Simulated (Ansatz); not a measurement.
# CsI: the cost of one run

Method: DFT r²SCAN, frozen-core PAW, scalar-relativistic unless said, in Ansatz 0.2.0.

## Step 1: Starting point

Symmetry: Pm-3m, No. 221, cubic system. Conventional cell: a = 4.567 Å, b = 4.567 Å, c = 4.567 Å, α = 90.00°, β = 90.00°, γ = 90.00°. Cs (site symmetry m-3m) is surrounded by 8 I at 3.95 Å. I (site symmetry m-3m) is surrounded by 8 Cs at 3.95 Å.

Coordinates:

```cif
data_structure
_symmetry_space_group_name_H-M 'Pm-3m'
_symmetry_Int_Tables_number 221
_cell_length_a 4.5667
_cell_length_b 4.5667
_cell_length_c 4.5667
_cell_angle_alpha 90.000
_cell_angle_beta 90.000
_cell_angle_gamma 90.000
_cell_volume 95.24
loop_
_atom_site_label
_atom_site_type_symbol
_atom_site_symmetry_multiplicity
_atom_site_Wyckoff_symbol
_atom_site_fract_x
_atom_site_fract_y
_atom_site_fract_z
_atom_site_occupancy
Cs1 Cs 1 a 0.00000 0.00000 0.00000 1
I1 I 1 b 0.50000 0.50000 0.50000 1
```

Cartesian axes are those of the input's lattice vectors. The structure goes back to a database entry.

## Step 2: Cell and atoms relaxed, PAW

The input, input.yaml:

```yaml
crystal:
  lattice:
    - [4.5667, 0.0, 0.0]
    - [0.0, 4.5667, 0.0]
    - [0.0, 0.0, 4.5667]
  atoms:
    - { symbol: Cs, position: [0.0, 0.0, 0.0] }
    - { symbol: I, position: [0.5, 0.5, 0.5] }
kpoints:
  mp_grid: { grid: [8, 8, 8] }
scf:
  occupations: { method: fermi_dirac, width: 0.1 }
hamiltonian:
  xc: r2scan
  pseudopotentials: { kind: paw }
relax:
  f_tol: 0.002
  max_steps: 80
  cell: {}
output:
  forces: true
  stress: true
```

Launch:

```bash
$ ansatz run input.yaml --threads 1 --pin off --max-ram 3072MiB --backend cpu --events-out ev --progress --plain --runs-dir out
```

**Question.** How long does this run take on 1 thread of Intel Xeon 6975P-C (Granite Rapids), shared host, and how much memory does it need?

About 14 s, with a peak of 0.65 GiB.
